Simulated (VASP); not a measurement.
# Se (R-3m) in VASP: a series of runs

The runs below take Se through relaxation of cell and atoms, with PBE+D3(BJ).

Everything below comes from runs of VASP 6.6.1. Logs are shortened: lines on timing, memory, paths and dates and some standing lists are left out, and cuts for length are marked.

**1. Starting point**

It takes space group R-3m (No. 166, trigonal). The conventional cell has a = 3.850 Å, b = 3.850 Å, c = 2.645 Å, α = 90.00°, β = 90.00°, γ = 120.00°. Se (site symmetry -3m) has 8 Se at 2.39 to 2.65 Å as nearest neighbours.

This isn't the form of Se at room conditions, which is trigonal, of chains.

**2. Relaxation of cell and atoms, PBE+D3(BJ), target pressure 148 GPa, at which the enthalpy is minimised**

Contents of INCAR:

```
SYSTEM = Se
ALGO = Fast
EDIFF = 1E-7
EDIFFG = -0.002
ENCUT = 520
GGA = PE
IBRION = 2
ISIF = 3
ISMEAR = 0
IVDW = 12
LASPH = .True.
LCHARG = .False.
LREAL = .False.
LWAVE = .False.
NELM = 60
NSW = 80
PREC = Accurate
PSTRESS = 1480.0
SIGMA = 0.02
```

Contents of KPOINTS:

```
k-points
0
Gamma
  15 15 15
  0 0 0
```

Contents of POSCAR:

```
Se
1.0
    1.9250000000      1.1113992700      0.8816666700
   -1.9250000000      1.1113992700      0.8816666700
    0.0000000000     -2.2227985400      0.8816666700
Se
1
Direct
    0.0000000000      0.0000000000      0.0000000000
```

Potentials or basis: VASP PAW PBE potentials, release 64 (Se).

The run is started by

```sh
> cat potpaw_PBE.64/Se/POTCAR > POTCAR
> mpirun -np 1 vasp_std > vasp.out
```

OUTCAR:

```text
SYSTEM = Se
   EDIFF = 1E-7
   EDIFFG = -0.002
   ENCUT = 520
   GGA = PE
   IBRION = 2
   ISIF = 3
   ISMEAR = 0
   IVDW = 12
   LASPH = .True.
   LREAL = .False.
   NELM = 60
   NSW = 80
   PREC = Accurate
   PSTRESS = 1480.0
 IVDW          = 12

 ion  position               nearest neighbor table
   1  0.000  0.000  0.000-

  LATTYP: Found a trigonal (rhomboedric) cell.
 ALAT       =     2.3912694232
 COS(alpha) =    -0.2960878580

  Lattice vectors:

 A1 = (   1.9250000000,   1.1113992700,   0.8816666700)
 A2 = (  -1.9250000000,   1.1113992700,   0.8816666700)
 A3 = (   0.0000000000,  -2.2227985400,   0.8816666700)

Analysis of symmetry for initial positions (statically):
=====================================================================
 Subroutine PRICEL returns:
 Original cell was already a primitive cell.

 Routine SETGRP: Setting up the symmetry group for a
 trigonal (rhombohedral) supercell.

 Subroutine GETGRP returns: Found 12 space group operations
 (whereof 12 operations were pure point group operations)
 out of a pool of 12 trial point group operations.

The static configuration has the point symmetry D_3d.

Analysis of symmetry for dynamics (positions and initial velocities):
=====================================================================
 Subroutine PRICEL returns:
 Original cell was already a primitive cell.

 Routine SETGRP: Setting up the symmetry group for a
 trigonal (rhombohedral) supercell.

 Subroutine GETGRP returns: Found 12 space group operations
 (whereof 12 operations were pure point group operations)
 out of a pool of 12 trial point group operations.

The dynamic configuration has the point symmetry D_3d.

 Subroutine INISYM returns: Found 12 space group operations
 (whereof 12 operations are pure point group operations),
 and found     1 'primitive' translations

----------------------------------------------------------------------------------------

                                     Primitive cell

  volume of cell :      11.3177

  direct lattice vectors                    reciprocal lattice vectors
     1.925000000  1.111399270  0.881666670     0.259740260  0.149961109  0.378071832
    -1.925000000  1.111399270  0.881666670    -0.259740260  0.149961109  0.378071832
     0.000000000 -2.222798540  0.881666670     0.000000000 -0.299922217  0.378071832

  length of vectors
     2.391269423  2.391269423  2.391269426     0.482588486  0.482588486  0.482588486

  position of ions in fractional coordinates (direct lattice)
     0.000000000  0.000000000  0.000000000

  ion indices of the primitive-cell ions
   primitive index   ion index
                 1           1

----------------------------------------------------------------------------------------
[... 75 lines left out ...]
   NFREE  =      1    steps in history (QN), initial steepest desc. (CG)
   ISIF   =      3    stress and relaxation
   ISYM   =      2    0-nonsym 1-usesym 2-fastsym
   POTIM  = 0.5000    time-step for ionic-motion
   TEBEG  =    0.0;   TEEND  =   0.0 temperature during run
   PSTRESS= 1480.0 pullay stress
   NELECT =       6.0000    total number of electrons
   NUPDOWN=      -1.0000    fix difference up-down
   EMIN   =  10.00;   EMAX   =-10.00  energy-range for DOS
   EFERMI =   0.00;   METHOD = LEGACY
   ISMEAR =     0;   SIGMA  =   0.02  broadening in eV -4-tet -1-fermi 0-gaus
   EFERMI_NEDOS =   21; number of points for ismear=-14 and -15
   IALGO  =     68    algorithm
   IMIX   =      4    mixing-type and parameters
     AMIX     =   0.40;   BMIX     =  1.00
     AMIX_MAG =   1.60;   BMIX_MAG =  1.00
  volume/ion in A,a.u.               =      11.32        76.38
  Fermi-wavevector in a.u.,A,eV,Ry     =   1.324971  2.503832 23.885687  1.755548
  Thomas-Fermi vector in A             =   2.454466
   LORBIT       =      0    0 simple, 1 ext, 2 COOP (PROOUT), +10 PAW based schemes
   GGA     = PE    functional components
   LHFCALC =     F    Hartree Fock is set to
   AEXX    =    0.0000 exact exchange contribution
   IVDW    =    12    specifies the selected vdW correction
   LEPSILON=     F    determine dielectric tensor
   LRPA    =     F    only Hartree local field effects (RPA)
 conjugate gradient relaxation of ions
 non-spin polarized calculation
 RMM-DIIS sequential band-by-band and
 Gauss-broadening in eV      SIGMA  =   0.02
  energy-cutoff  :      520.00
  volume of cell :       11.32
 maximum number of plane-waves:       313
 NGX is ok and might be reduce to    18
   NGX =  9   NGY =  9   NGZ =  9

--------------------------------------- Ionic step        1  -------------------------------------------

 number of electron       6.0000000 magnetization

 Free energy of the ion-electron system (eV)
  ---------------------------------------------------
  ext. energy  EPLUGINS =         0.00000000
  ---------------------------------------------------
  free energy    TOTEN  =        -0.27107371 eV

  energy without entropy =       -0.27100233  energy(sigma->0) =       -0.27103802

------------------------ aborting loop because EDIFF is reached ----------------------------------------

 Edisp (eV)   -0.77851

 E8    (eV) :    -0.3186
[... 110 lines left out ...]
  energy  without entropy=       -1.1393304385  energy(sigma->0) =       -1.13936810

  enthalpy is  TOTEN    =         9.4024092699 eV   P V=       10.5418150267

[... ionic steps 4 to 11 ...]

--------------------------------------- Ionic step       12  -------------------------------------------

 number of electron       6.0000000 magnetization

------------------------ aborting loop because EDIFF is reached ----------------------------------------
[... 77 lines left out ...]
--------------------------------------- Ionic step       14  -------------------------------------------

 number of electron       6.0000000 magnetization

 Free energy of the ion-electron system (eV)
  ---------------------------------------------------
  ext. energy  EPLUGINS =         0.00000000
  ---------------------------------------------------
  free energy    TOTEN  =        -0.28306547 eV

  energy without entropy =       -0.28302256  energy(sigma->0) =       -0.28304402

 E-fermi :  14.8980     XC(G=0): -13.4455

 val. band max:       14.8902723337   @ k =   0.4667   0.2000   0.0667
 cond. band min:      14.9559792366   @ k =  -0.3333   0.2000   0.1333
 fundamental gap:      0.0657069029
 Fermi energy:        14.8980452755

 k-point     1 :       0.0000    0.0000    0.0000
  band No.  band energies     occupation
      1      -8.7604      2.00000
      2      20.8745      0.00000
      3      22.7007      0.00000
      4      22.7007      0.00000
      5      27.8272      0.00000
      6      27.8272      0.00000
      7      29.5757      0.00000
[... 221 lines left out ...]
 k-point    24 :       0.2000    0.1333    0.0000
  band No.  band energies     occupation
      1      -5.9188      2.00000
      2      11.1067      2.00000
      3      13.9345      2.00000
      4      18.5654      0.00000
      5      26.4870      0.00000
      6      28.7469      0.00000
      7      32.1521      0.00000

 [... further k-points ...]

------------------------ aborting loop because EDIFF is reached ----------------------------------------

 Edisp (eV)   -0.77812

 E8    (eV) :    -0.3184
[... 28 lines left out ...]
  energy  without entropy=       -1.0611375671  energy(sigma->0) =       -1.06115902

  enthalpy is  TOTEN    =         9.3977365135 eV   P V=       10.4589169882

 reached required accuracy - stopping structural energy minimisation
```

It took 80 s on 1 thread of Intel Xeon Platinum 8488C (Sapphire Rapids), shared host; peak memory 0.16 GiB.

What came out:

```
Free energy                                            : -1.0612 eV
Relaxed volume                                         : 11.32 Å³/atom
Relaxed cell                                           : a = 2.408 Å, b = 2.408 Å, c = 2.408 Å, α = 107.92°, β = 107.92°, γ = 107.92°
Space group after relaxing (to 0.05 Å)                 : R-3m (No. 166)
Energy change on relaxing (the enthalpy is what falls) : -11.6 meV/atom
Ionic steps                                            : 14
Pressure after relaxing                                : 148.0 GPa
Band gap on the k mesh                                 : none (metal or under the smearing width)
Dispersion energy per atom                             : -0.778 eV
```

Step by step:
| step | energy change (eV) | largest force (eV/Å) | pressure (GPa) | volume (Å³) |
| --- | --- | --- | --- | --- |
| 1 | 0.0000 | 0.0000 | 149.88 | 11.32 |
| 2 | -0.1993 | 0.0000 | 137.26 | 11.53 |
| 3 | -0.0898 | 0.0000 | 144.28 | 11.41 |
| 4 | -0.0580 | 0.0000 | 145.48 | 11.37 |
| 5 | 0.0036 | 0.0000 | 148.41 | 11.31 |
| 6 | -0.0215 | 0.0000 | 147.29 | 11.33 |
| 7 | -0.0481 | 0.0000 | 146.06 | 11.36 |
| 8 | -0.0285 | 0.0000 | 147.01 | 11.34 |
| 9 | -0.0299 | 0.0000 | 146.94 | 11.34 |
| 10 | -0.0006 | 0.0000 | 148.71 | 11.31 |
| 11 | -0.0164 | 0.0000 | 147.76 | 11.33 |
| 12 | -0.0168 | 0.0000 | 147.74 | 11.33 |
| 13 | -0.0122 | 0.0000 | 147.98 | 11.32 |
| 14 | -0.0116 | 0.0000 | 148.00 | 11.32 |

Final structure:
```xyz
1
Lattice="1.9471 1.1242 0.8621 -1.9471 1.1242 0.8621 0.0000 -2.2483 0.8621" Properties=species:S:1:pos:R:3 pbc="T T T"
Se    0.0000    0.0000    0.0000
```

Levels at points of the mesh, in eV from the Fermi level:
```csv
k point,band 1,band 2,band 3,band 4,band 5,band 6,band 7
"(0.00, 0.00, 0.00)",-23.66,5.98,7.80,7.80,12.93,12.93,14.68
```

Caveat: the cell is relaxed towards a set pressure, so the enthalpy falls and the energy may rise; pairwise dispersion overbinds metals, which lowers pressure and volume.

[end of part 1 of 2]
